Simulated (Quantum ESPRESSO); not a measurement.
# Na (P-1) in Quantum ESPRESSO: relaxation of the atoms with BLYP+D3

Aim: the relaxation of the atoms of Na with BLYP+D3.

All numbers are computed with Quantum ESPRESSO 7.5; they aren't measurements. Logs are shortened: lines on timing, memory, paths and dates and some standing lists are left out, and cuts for length are marked.

## 1. Starting point

The typed cell holds 2 atoms: a = 3.753 Å, b = 3.753 Å, c = 6.487 Å, α = 73.83°, β = 73.83°, γ = 60.41°.

## 2. Relaxation of the atoms, BLYP+D3

File pw.in:

```
&CONTROL
  calculation = 'relax'
  prefix = 'pwscf'
  outdir = './tmp'
  pseudo_dir = './pseudo'
  tprnfor = .true.
  disk_io = 'low'
  nstep = 40
  forc_conv_thr = 0.0004
  etot_conv_thr = 1d-05
/
&SYSTEM
  ibrav = 0
  nat = 2
  ntyp = 1
  ecutwfc = 36
  ecutrho = 216
  nbnd = 15
  input_dft = 'blyp'
  occupations = 'smearing'
  smearing = 'mv'
  degauss = 0.00734986
  vdw_corr = 'grimme-d3'
  dftd3_version = 3
/
&ELECTRONS
  conv_thr = 4d-10
  electron_maxstep = 120
  mixing_beta = 0.5
/
&IONS
  ion_dynamics = 'bfgs'
/
ATOMIC_SPECIES
Na    22.9898 Na.LDA_PW-JTH.UPF
CELL_PARAMETERS bohr
  -3.5683529848    3.5683529848    4.9837306401
  -3.5683529848   -3.5683529848    4.9837306401
   7.1367059695    0.0000000000    9.9674612801
ATOMIC_POSITIONS bohr
Na    -6.6781214408    0.2751267950    9.6647376198
Na    -0.4585845287   -0.2751267950   10.2701849405
K_POINTS automatic
7 7 4 0 0 0
```

Potentials or basis: JTH 2.0 LDA.

Launch:

```sh
$ OMP_NUM_THREADS=1 pw.x -in pw.in > pw.out
```

pw.out:

```text
This program is part of the open-source Quantum ESPRESSO suite
     for quantum simulation of materials; please cite
         "P. Giannozzi et al., J. Phys.:Condens. Matter 21 395502 (2009);
         "P. Giannozzi et al., J. Phys.:Condens. Matter 29 465901 (2017);
         "P. Giannozzi et al., J. Chem. Phys. 152 154105 (2020);
     in publications or presentations arising from this work. More details at

     file Na.LDA_PW-JTH.UPF: wavefunction(s)  2S 3S 2P 3P renormalized

     IMPORTANT: XC functional enforced from input :
     Exchange-correlation= BLYP
                           (   1   3   1   3   0   0   0)
     Any further DFT definition will be discarded
     Please, verify this is what you really want

     Message from routine setup:
     using ibrav=0 with symmetry is DISCOURAGED, use correct ibrav instead

     G-vector sticks info
     --------------------
     sticks:   dense  smooth     PW     G-vecs:    dense   smooth      PW
     Sum         749     503    163                27243    14813    2723

     Using Slab Decomposition

     bravais-lattice index     =            0
     lattice parameter (alat)  =       7.0925  a.u.
     unit-cell volume          =     507.6684 (a.u.)^3
     number of atoms/cell      =            2
     number of atomic types    =            1
     number of electrons       =        18.00
     number of Kohn-Sham states=           15
     kinetic-energy cutoff     =      36.0000  Ry
     charge density cutoff     =     216.0000  Ry
     scf convergence threshold =      4.0E-10
     mixing beta               =       0.5000
     number of iterations used =            8  plain     mixing
     energy convergence thresh.=      1.0E-05
     force convergence thresh. =      4.0E-04
     Exchange-correlation= BLYP
                           (   1   3   1   3   0   0   0)
     nstep                     =           40

     celldm(1)=   7.092521  celldm(2)=   0.000000  celldm(3)=   0.000000
     celldm(4)=   0.000000  celldm(5)=   0.000000  celldm(6)=   0.000000

     crystal axes: (cart. coord. in units of alat)
               a(1) = (  -0.503115   0.503115   0.702674 )
               a(2) = (  -0.503115  -0.503115   0.702674 )
               a(3) = (   1.006230   0.000000   1.405348 )

     reciprocal axes: (cart. coord. in units 2 pi/alat)
               b(1) = ( -0.496904  0.993809  0.355784 )
               b(2) = ( -0.496904 -0.993809  0.355784 )
               b(3) = (  0.496904  0.000000  0.355784 )

     PseudoPot. # 1 for Na read from file:
     Na.LDA_PW-JTH.UPF
     Pseudo is Projector augmented-wave + core cor, Zval =  9.0
     Generated using ATOMPAW code
     Shape of augmentation charge: SINC**2
     Using radial grid of  969 points,  4 beta functions with:
                l(1) =   0
                l(2) =   0
                l(3) =   1
                l(4) =   1
     Q(r) pseudized with 0 coefficients

     atomic species   valence    mass     pseudopotential
     Na                9.00    22.98980     Na( 1.00)

      2 Sym. Ops., with inversion, found ( 1 have fractional translation)

   Cartesian axes

     site n.     atom                  positions (alat units)
         1        Na     tau(   1) = (  -0.9415723   0.0387911   1.3626660  )
         2        Na     tau(   2) = (  -0.0646575  -0.0387911   1.4480302  )

     --------------------------------------------
     DFT-D3 Dispersion Correction (3-body terms):
     --------------------------------------------
       Reference C6 values for interpolation:

         atom   Coordination number   C6
         Na         0.000          3216.06
         Na         0.968           372.21

       Values used:

         atom   Coordination number  R0_AB[au]  C6      C8
         Na         5.670            3.504    372.21  48432.19
         Na         5.670            3.504    372.21  48432.19

         Molecular C6 ( Ry / a.u.^6 ) =      1488.84

     number of k points=    99  Marzari-Vanderbilt smearing, width (Ry)=  0.0073
                       cart. coord. in units 2pi/alat
        k(    1) = (   0.0000000   0.0000000   0.0000000), wk =   0.0102041
        k(    2) = (   0.1242261   0.0000000   0.0889459), wk =   0.0204082
        k(    3) = (  -0.2484522  -0.0000000  -0.1778919), wk =   0.0102041
        k(    4) = (  -0.0709863  -0.1419727   0.0508262), wk =   0.0204082
        k(    5) = (   0.0532398  -0.1419727   0.1397722), wk =   0.0204082
        k(    6) = (  -0.3194385  -0.1419727  -0.1270656), wk =   0.0204082
[... 91 lines left out ...]
        k(   98) = (  -0.1242261   0.5678907  -0.0889459), wk =   0.0204082
        k(   99) = (  -0.1242261   0.8518361  -0.0889459), wk =   0.0204082

     Dense  grid:    27243 G-vectors     FFT dimensions: (  36,  36,  60)

     Smooth grid:    14813 G-vectors     FFT dimensions: (  30,  30,  48)

     Initial potential from superposition of free atoms

     starting charge      17.9889, renormalised to      18.0000
     Starting wfcs are   16 randomized atomic wfcs

     Self-consistent Calculation

     iteration #  1     ecut=    36.00 Ry     beta= 0.50
     Davidson diagonalization with overlap
     ethr =  1.00E-02,  avg # of iterations =  6.1

     Threshold (ethr) on eigenvalues was too large:
     Diagonalizing with lowered threshold

     Davidson diagonalization with overlap
     c_bands:  1 eigenvalues not converged
     c_bands:  1 eigenvalues not converged
     ethr =  1.21E-05,  avg # of iterations =  8.1

     total energy              =    -218.88434826 Ry
     estimated scf accuracy    <       0.00212967 Ry

     iteration #  2     ecut=    36.00 Ry     beta= 0.50
     Davidson diagonalization with overlap
     ethr =  1.18E-05,  avg # of iterations =  1.8

     total energy              =    -218.88463323 Ry
     estimated scf accuracy    <       0.00028864 Ry
[... 33 lines left out ...]
     total energy              =    -218.88469568 Ry
     estimated scf accuracy    <          1.8E-09 Ry

     iteration #  8     ecut=    36.00 Ry     beta= 0.50
     Davidson diagonalization with overlap
     ethr =  9.80E-12,  avg # of iterations =  2.4

     End of self-consistent calculation

          k = 0.0000 0.0000 0.0000 (  1847 PWs)   bands (ev):

   -51.1599 -51.1571 -23.2529 -23.2153 -23.2111 -23.2099 -23.2096 -23.2083
    -1.1391   2.7539   2.9915  12.2890  12.5169  12.6230  12.8443

          k = 0.1242 0.0000 0.0889 (  1850 PWs)   bands (ev):

   -51.1597 -51.1574 -23.2482 -23.2164 -23.2139 -23.2108 -23.2093 -23.2089
    -0.8848   1.1523   5.0360  10.5110  12.1435  12.3829  12.7364
[... 478 lines left out ...]
   -51.1577 -51.1568 -23.2426 -23.2333 -23.2317 -23.2242 -23.2185 -23.2150
     2.5580   4.2191   4.5669   4.9964   5.7362   7.6526   8.4824

          k =-0.1242 0.8518-0.0889 (  1857 PWs)   bands (ev):

   -51.1579 -51.1569 -23.2486 -23.2373 -23.2256 -23.2202 -23.2176 -23.2151
     2.6706   3.3314   3.9771   5.9401   6.4952   7.5947   8.6413

     the Fermi energy is     2.1073 ev

!    total energy              =    -218.88469568 Ry
     total all-electron energy =      -218.884696 Ry
     estimated scf accuracy    <          1.0E-10 Ry
     smearing contrib. (-TS)   =      -0.00000972 Ry
     internal energy E=F+TS    =    -218.88468596 Ry

     The total energy is F=E-TS. E is the sum of the following terms:
     one-electron contribution =    -178.98017065 Ry
     hartree contribution      =      76.69209033 Ry
     xc contribution           =     -26.16476352 Ry
     ewald contribution        =     -73.49868598 Ry
     DFT-D3 Dispersion         =      -0.04451345 Ry
     one-center paw contrib.   =     -16.88864269 Ry

     convergence has been achieved in   8 iterations

     Forces acting on atoms (cartesian axes, Ry/au):

     atom    1 type  1   force =    -0.00539825   -0.00035012   -0.00220441
     atom    2 type  1   force =     0.00539825    0.00035012    0.00220441

     Total force =     0.008261     Total SCF correction =     0.000010

     BFGS Geometry Optimization
     Energy error            =      6.8E-05 Ry
     Gradient error          =      5.4E-03 Ry/Bohr

     number of scf cycles    =   1
     number of bfgs steps    =   0

     energy             new  =    -218.8846956795 Ry

     new trust radius        =       0.0058414942 bohr
     new conv_thr            =       0.0000000004 Ry

ATOMIC_POSITIONS (bohr)
Na              -6.6835196866        0.2747766716        9.6625332127
Na              -0.4531862829       -0.2747766716       10.2723893476

     NEW-OLD atomic charge density approx. for the potential

     Self-consistent Calculation

     iteration #  1     ecut=    36.00 Ry     beta= 0.50
     Davidson diagonalization with overlap
     ethr =  1.00E-06,  avg # of iterations =  5.0

     Threshold (ethr) on eigenvalues was too large:
     Diagonalizing with lowered threshold

     Davidson diagonalization with overlap
     ethr =  1.32E-08,  avg # of iterations =  1.1

     total energy              =    -218.88478930 Ry
     estimated scf accuracy    <       0.00000238 Ry

     iteration #  2     ecut=    36.00 Ry     beta= 0.50
     Davidson diagonalization with overlap
     ethr =  1.32E-08,  avg # of iterations =  3.8

     total energy              =    -218.88477215 Ry
     estimated scf accuracy    <       0.00000019 Ry

[... 173 further cycles ...]
     iteration #  8     ecut=    36.00 Ry     beta= 0.50
     Davidson diagonalization with overlap
     ethr =  1.55E-13,  avg # of iterations =  3.9

     total energy              =    -218.88632825 Ry
     estimated scf accuracy    <          1.5E-11 Ry

     iteration #  9     ecut=    36.00 Ry     beta= 0.50
     Davidson diagonalization with overlap
     ethr =  1.00E-13,  avg # of iterations =  3.6

     End of self-consistent calculation

          k = 0.0000 0.0000 0.0000 (  1847 PWs)   bands (ev):

   -51.1465 -51.1446 -23.2296 -23.2027 -23.2019 -23.1981 -23.1978 -23.1973
    -1.1378   2.7373   2.9902  12.2496  12.4165  12.8814  13.0166

          k = 0.1242 0.0000 0.0889 (  1850 PWs)   bands (ev):

   -51.1462 -51.1450 -23.2249 -23.2025 -23.2019 -23.2012 -23.1987 -23.1985
    -0.8806   1.1378   5.0316  10.5552  12.1365  12.2722  12.7386
[... 478 lines left out ...]
   -51.1444 -51.1442 -23.2232 -23.2216 -23.2169 -23.2124 -23.2072 -23.2042
     2.5619   4.2252   4.5218   5.0189   5.7549   7.6429   8.4902

          k =-0.1242 0.8518-0.0889 (  1857 PWs)   bands (ev):

   -51.1447 -51.1441 -23.2266 -23.2247 -23.2125 -23.2104 -23.2075 -23.2031
     2.6717   3.3538   3.9485   5.9361   6.4900   7.5803   8.6467

     the Fermi energy is     2.0798 ev

!    total energy              =    -218.88632825 Ry
     total all-electron energy =      -218.886328 Ry
     estimated scf accuracy    <          3.1E-14 Ry
     smearing contrib. (-TS)   =      -0.00002272 Ry
     internal energy E=F+TS    =    -218.88630553 Ry

     The total energy is F=E-TS. E is the sum of the following terms:
     one-electron contribution =    -178.21169363 Ry
     hartree contribution      =      76.31448418 Ry
     xc contribution           =     -26.16255989 Ry
     ewald contribution        =     -73.89400501 Ry
     DFT-D3 Dispersion         =      -0.04383405 Ry
     one-center paw contrib.   =     -16.88869713 Ry

     convergence has been achieved in   9 iterations

     Forces acting on atoms (cartesian axes, Ry/au):

     atom    1 type  1   force =     0.00023191    0.00006851    0.00015995
     atom    2 type  1   force =    -0.00023191   -0.00006851   -0.00015995

     Total force =     0.000410     Total SCF correction =     0.000001
     Energy error            =      2.3E-05 Ry
     Gradient error          =      2.3E-04 Ry/Bohr

     number of scf cycles    =  23
     number of bfgs steps    =  22

     energy             old  =    -218.8863051454 Ry
     energy             new  =    -218.8863282496 Ry

     CASE: energy            _new < energy            _old

     new trust radius        =       0.0146138056 bohr
     new conv_thr            =            4.0E-12 Ry

ATOMIC_POSITIONS (bohr)
Na              -7.0819992827       -0.0515399014        9.8911054987
Na              -0.0547066868        0.0515399014       10.0438170616

     NEW-OLD atomic charge density approx. for the potential

     Self-consistent Calculation

     iteration #  1     ecut=    36.00 Ry     beta= 0.50
     Davidson diagonalization with overlap
     ethr =  1.00E-06,  avg # of iterations =  5.8

     Threshold (ethr) on eigenvalues was too large:
     Diagonalizing with lowered threshold

     Davidson diagonalization with overlap
     ethr =  5.25E-08,  avg # of iterations =  1.0

     total energy              =    -218.88649773 Ry
     estimated scf accuracy    <       0.00000945 Ry

     iteration #  2     ecut=    36.00 Ry     beta= 0.50
     Davidson diagonalization with overlap
     ethr =  5.25E-08,  avg # of iterations =  3.5
[... 36 lines left out ...]
     total energy              =    -218.88633197 Ry
     estimated scf accuracy    <          1.2E-11 Ry

     iteration #  8     ecut=    36.00 Ry     beta= 0.50
     Davidson diagonalization with overlap
     ethr =  1.00E-13,  avg # of iterations =  4.0

     End of self-consistent calculation

          k = 0.0000 0.0000 0.0000 (  1847 PWs)   bands (ev):

   -51.1465 -51.1446 -23.2297 -23.2027 -23.2019 -23.1982 -23.1978 -23.1973
    -1.1378   2.7372   2.9902  12.2497  12.4171  12.8815  13.0144

          k = 0.1242 0.0000 0.0889 (  1850 PWs)   bands (ev):

   -51.1462 -51.1450 -23.2249 -23.2025 -23.2020 -23.2012 -23.1988 -23.1986
    -0.8806   1.1378   5.0316  10.5551  12.1362  12.2729  12.7382
[... 478 lines left out ...]
   -51.1445 -51.1443 -23.2232 -23.2215 -23.2170 -23.2125 -23.2073 -23.2043
     2.5619   4.2252   4.5220   5.0188   5.7549   7.6428   8.4892

          k =-0.1242 0.8518-0.0889 (  1857 PWs)   bands (ev):

   -51.1447 -51.1442 -23.2267 -23.2248 -23.2125 -23.2103 -23.2076 -23.2031
     2.6718   3.3539   3.9484   5.9362   6.4902   7.5800   8.6467

     the Fermi energy is     2.0797 ev

!    total energy              =    -218.88633197 Ry
     total all-electron energy =      -218.886332 Ry
     estimated scf accuracy    <          2.9E-12 Ry
     smearing contrib. (-TS)   =      -0.00002250 Ry
     internal energy E=F+TS    =    -218.88630947 Ry

     The total energy is F=E-TS. E is the sum of the following terms:
     one-electron contribution =    -178.21032471 Ry
     hartree contribution      =      76.31378745 Ry
     xc contribution           =     -26.16255986 Ry
     ewald contribution        =     -73.89468333 Ry
     DFT-D3 Dispersion         =      -0.04383612 Ry
     one-center paw contrib.   =     -16.88869289 Ry

     convergence has been achieved in   8 iterations

     Forces acting on atoms (cartesian axes, Ry/au):

     atom    1 type  1   force =    -0.00001284    0.00005014    0.00001411
     atom    2 type  1   force =     0.00001284   -0.00005014   -0.00001411

     Total force =     0.000076     Total SCF correction =     0.000004
     Energy error            =      3.7E-06 Ry
     Gradient error          =      5.0E-05 Ry/Bohr

     bfgs converged in  24 scf cycles and  23 bfgs steps
     (criteria: energy <  1.0E-05 Ry, force <  4.0E-04 Ry/Bohr)

     End of BFGS Geometry Optimization

     Final energy             =    -218.8863319696 Ry

Begin final coordinates

ATOMIC_POSITIONS (bohr)
Na              -7.0819992827       -0.0515399014        9.8911054987
Na              -0.0547066868        0.0515399014       10.0438170616
End final coordinates

=------------------------------------------------------------------------------=
   JOB DONE.
=------------------------------------------------------------------------------=
```

Run time: 15 min. Hardware: 1 thread of Intel Xeon Platinum 8259CL at 2.50GHz (Skylake/Cascade Lake), shared host; peak memory 0.11 GiB.

What came out:

* Free energy: -2978.1003 eV
* Energy gained by relaxing: 11.1 meV/atom
* Ionic steps: 24
* Band gap on the k mesh: none (metal or under the smearing width)

The path:
| step | energy change (eV) | largest force (eV/Å) |
| --- | --- | --- |
| 1 | 0.0000 | 0.1502 |
| 2 | -0.0009 | 0.1428 |
| 3 | -0.0019 | 0.1401 |
| 4 | -0.0033 | 0.1325 |
| 5 | -0.0053 | 0.1211 |
| 6 | -0.0079 | 0.1075 |
| 7 | -0.0113 | 0.0852 |
| 8 | -0.0149 | 0.0549 |
| 9 | -0.0171 | 0.0204 |
| 10 | -0.0171 | 0.0208 |
| 11 | -0.0172 | 0.0212 |
| 12 | -0.0172 | 0.0218 |
| 13 | -0.0173 | 0.0227 |
| 14 | -0.0175 | 0.0238 |
| 15 | -0.0177 | 0.0253 |
| 16 | -0.0180 | 0.0275 |
| 17 | -0.0185 | 0.0305 |
| 18 | -0.0192 | 0.0339 |
| 19 | -0.0200 | 0.0370 |
| 20 | -0.0207 | 0.0366 |
| 21 | -0.0214 | 0.0301 |
| 22 | -0.0219 | 0.0203 |
| 23 | -0.0222 | 0.0075 |
| 24 | -0.0223 | 0.0014 |

Final structure:
```yaml
crystal:
  lattice:
    - [-1.88829, 1.88829, 2.63728]
    - [-1.88829, -1.88829, 2.63728]
    - [3.77658, 0.00000, 5.27455]
  atoms:
    - { symbol: Na, position: [0.98512, 0.99956, 0.00000] }
    - { symbol: Na, position: [0.51488, 0.50044, 0.50000] }
```

Levels at points of the mesh, in eV from the Fermi level:
| k point | band 6 | band 7 | band 8 | band 9 | band 10 | band 11 | band 12 | band 13 |
| --- | --- | --- | --- | --- | --- | --- | --- | --- |
| (0.00, 0.00, 0.00) | -25.28 | -25.28 | -25.28 | -3.22 | 0.66 | 0.91 | 10.17 | 10.34 |
| (0.00, 0.00, -0.50) | -25.28 | -25.28 | -25.28 | -2.20 | -2.20 | 5.53 | 5.53 | 10.15 |

Caveat: the potentials were made for another functional, which shifts forces and pressure; the cutoff is low for these files, which shifts pressure and relaxed volume; pairwise dispersion overbinds metals, which lowers pressure and volume.

## 3. The reference run

An earlier run on the cell as given: functional PBE; potentials or basis SSSP 1.3 efficiency PBE; cutoff 748 eV; density cutoff 5987 eV; k mesh 8 × 8 × 5; occupations fermi-dirac, width 0.05 eV; no spin polarisation.

- Pressure: 0.0 GPa
- Largest force: 0.184 eV/Å
- Band gap on the k mesh: none (metal or under the smearing width)
